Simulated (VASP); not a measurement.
A run of VASP 6.6.1 is set up as follows.

Contents of INCAR:

```
PREC = Accurate
ENCUT = 520
EDIFF = 1E-7
ISMEAR = 0
SIGMA = 0.15
LREAL = False
LASPH = True
NELM = 100
ALGO = Fast
ISIF = 2
LWAVE = False
LCHARG = False
NBANDS = 12
```

File KPOINTS:

```
Automatic mesh
0
Gamma
  20 20 20
```

File POSCAR:

```
Ag
1.0
    0.0000000000      2.0431000000      1.9818070000
    2.0431000000      0.0000000000      1.9818070000
    2.0431000000      2.0431000000      0.0000000000
Ag
1
Direct
    0.0000000000      0.0000000000      0.0000000000
```

Potentials or basis: VASP PAW LDA potentials, release 64 (Ag).

Launch:

```console
$ cat potpaw_LDA.64/Ag/POTCAR > POTCAR
$ mpirun -np 1 vasp_std > vasp.out
```

(1) Estimate the pressure.

(2) What does it give for the band gap on the k mesh?

## Answers

(1) -3.9 GPa.

(2) none (metal or under the smearing width).
